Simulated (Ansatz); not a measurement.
A run of Ansatz 0.2.0 is set up as follows.

run.py

```python
import json

import ase.io
import numpy as np

import ansatz as az

atoms = ase.io.read("POSCAR", format="vasp")

calculation = (
    az.Crystal.from_ase(atoms)
    .calculation()
    .kpoints(10, 10, 10)
    .functional("r2scan", dispersion="rvv10")
    .pseudopotentials(kind="nc", accuracy="standard")
    .scf(extra_bands=6)
    .occupations(method="tetrahedron")
    .band_structure(path=(((0.0, 0.0, 0.0), (0.5, 0.0, 0.5), (0.5, 0.25, 0.75), (0.375, 0.375, 0.75), (0.0, 0.0,
        0.0), (0.5, 0.5, 0.5), (0.625, 0.25, 0.625), (0.5, 0.25, 0.75), (0.5, 0.5, 0.5), (0.375, 0.375, 0.75)),
        ((0.625, 0.25, 0.625), (0.5, 0.0, 0.5))), intervals=14)
    .forces()
    .stress()
)
outcome = calculation.run(threads=2, events_out="events.jsonl")

report = outcome.report
for line in open("events.jsonl"):
    event = json.loads(line)
    if event["event"] == "scf_iter":
        d = event["data"]
        print(f"SCF {d['iter']:3d}  HF = {d['harris_foulkes_ev']:.6f} eV  dr2 = {d['dr2_ev']:.2e} eV")
    elif event["event"] in ("relax_step", "md_step"):
        d = event["data"]
        print(f"{event['event']} {d['step']:3d}  E = {d['lagrangian_ev']:.6f} eV")
np.set_printoptions(precision=5, suppress=True, linewidth=110)
print("converged:", report["converged"], "after", report["n_iterations"], "iterations")
print(f"free energy {report['free_energy_ev']:.6f} eV, Fermi level {report['fermi_energy_ev']:.4f} eV")
for key in ("band_edges_ev", "magnetization_mub", "site_moments_mub", "site_moments_nc_mub", "forces_ev_ang",
                "stress_gpa"):
    if report.get(key) is not None:
        print(key, np.array(report[key]), sep="\n")
```

POSCAR

```
Li
1.0
    0.0000000000      2.2020000000      2.2020000000
    2.2020000000      0.0000000000      2.2020000000
    2.2020000000      2.2020000000      0.0000000000
Li
1
Direct
    0.0000000000      0.0000000000      0.0000000000
```

Potentials or basis: PseudoDojo standard.

The run is started by

```sh
$ python run.py
```

Question: Predict the band gap on the k mesh.

Answer: None (metal or under the smearing width).

Levels at the corners of the path, in eV from the Fermi level:
| point | band 1 | band 2 | band 3 | band 4 | band 5 | band 6 |
| --- | --- | --- | --- | --- | --- | --- |
| Γ | -47.97 | -3.86 | 15.39 | 15.39 | 15.39 | 18.79 |
| X | -47.95 | 1.65 | 4.80 | 9.00 | 9.00 | 10.90 |
| W | -47.95 | 3.70 | 3.70 | 4.57 | 9.08 | 18.03 |
| K | -47.95 | 2.68 | 3.21 | 6.61 | 9.97 | 14.45 |
| Γ | -47.97 | -3.86 | 15.39 | 15.39 | 15.39 | 18.79 |
| L | -47.95 | 0.01 | 2.94 | 13.54 | 13.54 | 17.08 |
| U | -47.95 | 2.68 | 3.21 | 6.61 | 9.97 | 14.45 |
| W | -47.95 | 3.70 | 3.70 | 4.57 | 9.08 | 18.03 |
| L | -47.95 | 0.01 | 2.94 | 13.54 | 13.54 | 17.08 |
| K | -47.95 | 2.68 | 3.21 | 6.61 | 9.97 | 14.45 |
| U | -47.95 | 2.68 | 3.21 | 6.61 | 9.97 | 14.45 |
| X | -47.95 | 1.65 | 4.80 | 9.00 | 9.00 | 10.90 |

Caveat: the meta-GGA runs on potentials made for a GGA; with tetrahedron occupations forces and stress needn't match the slope of the energy.
